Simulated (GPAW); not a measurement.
The system is La.

```
CELL_PARAMETERS angstrom
-2.12383 2.12383 2.12383
2.12383 -2.12383 2.12383
2.12383 2.12383 -2.12383
ATOMIC_POSITIONS crystal
La 0.00000 0.00000 0.00000
```

This isn't the form of La at room conditions, which is double hcp.

| Quantity | Value |
| --- | --- |
| Program | GPAW 26.7.0 |
| Task | single point |
| Functional | PBE |
| Potentials or basis | GPAW PAW data sets (gpaw-data 1.2.1) |
| Cutoff | 800 eV |
| Basis | pw |
| k mesh | 9 × 9 × 9 |
| Occupations | fermi-dirac, width 0.05 eV |
| Spin | no spin polarisation |

On this cell: pressure -0.5 GPa; band gap on the k mesh none (metal or under the smearing width).

The same run follows on a disturbed copy (cell strained at random at fixed volume):

```xyz
1
Lattice="-2.1045 2.1793 2.1245 2.1382 -2.1291 2.1080 2.0848 2.1094 -2.0743" Properties=species:S:1:pos:R:3 pbc="T T T"
La   -0.0339   -0.0301   -0.0394
```

Task: What changes?

Result: The energy (extrapolated to zero smearing) moves by -0.3 meV/atom; pressure -0.5 GPa; band gap on the k mesh none (metal or under the smearing width).

Stress tensor (GPa, compression positive):
```
-0.71  0.09 -0.13
 0.09 -0.05 -0.18
-0.13 -0.18 -0.59
```

Caveats: one-centre terms of the f shell are cut off.
